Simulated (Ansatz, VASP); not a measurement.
# One calculation of Re, two programs

Contents of INCAR:

```
PREC = Accurate ; ENCUT = 520
EDIFF = 1E-6 ; ISMEAR = -1
SIGMA = 0.05 ; LREAL = False
LASPH = True ; NELM = 60
ALGO = Normal ; ISIF = 2
LWAVE = False ; LCHARG = False
GGA = PE ; NBANDS = 10
```

File KPOINTS:

```
regular mesh
0
Gamma
  17 17 17
```

Contents of POSCAR:

```
Re
1.0
    0.0000000000      1.8171419606      1.8171419606
    1.8171419606      0.0000000000      1.8171419606
    1.8171419606      1.8171419606      0.0000000000
Re
1
Direct
    0.0000000000      0.0000000000      0.0000000000
```

Input for Ansatz:

```yaml
crystal:
  lattice:
    - [0.0, 1.8171419606, 1.8171419606]
    - [1.8171419606, 0.0, 1.8171419606]
    - [1.8171419606, 1.8171419606, 0.0]
  atoms:
    - { symbol: Re, position: [0.0, 0.0, 0.0] }
kpoints:
  mp_grid: { grid: [17, 17, 17] }
scf:
  occupations: { method: fermi_dirac, width: 0.05 }
hamiltonian:
  xc: pbe
  pseudopotentials: { kind: all_electron, lapw: { basis_error: 0.001 } }
output:
  forces: true
  stress: true
  eigenvalues: true
  populations: true
```

Change from the starting cell: volume scaled by 0.8, LAPW.

Alike in both runs: task single point; functional PBE; k mesh 17 × 17 × 17; occupations fermi-dirac, width 0.05 eV; no spin polarisation.

```csv
,VASP,Ansatz
version,VASP 6.6.1,Ansatz 0.2.0
potentials or method,"VASP PAW PBE potentials, release 64 (Re)","all-electron LAPW, scalar-relativistic"
plane-wave cutoff (eV),520,see its input
```

```tsv
	VASP	Ansatz	Ansatz less VASP
pressure (GPa)	134.3	131.1	-3.21
```

Ansatz ran all-electron here, so the differences hold the error of VASP's frozen core and of both bases.

Caveats: the cell as given lies far from equilibrium; so large a pressure means that the cell lies far from this level's equilibrium, or that cutoff or potentials fall short (VASP). The runs have no spin-orbit coupling, so splittings on Re are missing.
